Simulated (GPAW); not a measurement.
Crystal: Nb.

```
Nb
1.0
    -1.66395    1.66395    1.66395
     1.66395   -1.66395    1.66395
     1.66395    1.66395   -1.66395
Nb
1
Direct
  0.00000 0.00000 0.00000
```

Base run:

- Program: GPAW 26.7.0
- Functional: mBEEF
- Potentials or basis: GPAW PAW data sets (gpaw-data 1.2.1)
- Cutoff: 600 eV
- Basis: pw
- k mesh: 11 × 11 × 11
- Occupations: fermi-dirac, width 0.05 eV
- Spin: spin-orbit coupling, no magnetisation

Its results: pressure -7.6 GPa.

**Question.** The run is repeated on the same cell with these changes: functional from mBEEF to r2SCAN; spin axis theta (degrees) from 54.7 to 90. What comes out?

**Answer.** Pressure -3.3 GPa.

Caveats: spin-orbit coupling was added after a scalar SCF, so levels and gaps hold it while energy, forces, pressure and moments don't; the PAW data sets were made with another functional, which shifts forces and pressure a little.
